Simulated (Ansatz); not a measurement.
## AgBr under changes of volume

One of the cells (23.644 Å³/atom); the others are scaled copies at fixed shape and fractional positions:

```
Ag Br
1.0
     0.00000    2.87015    2.87015
     2.87015    0.00000    2.87015
     2.87015    2.87015    0.00000
Ag Br
1 1
Direct
  0.00000 0.00000 0.00000
  0.50000 0.50000 0.50000
```

| Item | Value |
| --- | --- |
| Program | Ansatz 0.2.0 |
| Functional | PBEsol |
| Potentials or basis | all-electron LAPW, scalar-relativistic |
| Cutoff | 214 eV (chosen from the basis error) |
| Basis error allowed | 0.001 eV/atom |
| k mesh | 8 × 8 × 8 |
| Occupations | fermi-dirac, width 0.05 eV |
| Spin | no spin polarisation |

```csv
volume (Å³/atom),energy over the lowest point (meV/atom),pressure (GPa),gap on the mesh (eV)
22.225,2.71,1.5,0.50
22.698,0.00,0.3,0.50
23.171,0.63,-0.7,0.50
23.644,?,?,?
24.116,10.26,-2.5,0.51
24.589,18.59,-3.2,0.52
25.062,28.87,-3.8,0.53
```

Problem. What does the run at 23.644 Å³/atom give?

Solution. Energy over the lowest point 4.17 meV/atom; pressure -1.6 GPa; gap on the mesh 0.50 eV.

Worked out: A Birch-Murnaghan fit of order 3 (a polynomial in V^(-2/3)) to the other rows has its minimum at 22.84 Å³/atom with B0 = V·E''(V) = 52 GPa and B' = 5.4. It gives 4.17 meV/atom at 23.644 Å³/atom, against the run's 4.17, and -dE/dV = -1.7 GPa, against -1.6. A straight line through the other rows of the gap, of slope 0.248 eV per unit of ln V, gives 0.51 eV, against the run's 0.50.

Energies are extrapolated to zero smearing.

A mesh can miss the band edges. Spin-orbit coupling on Ag, Br is left out.
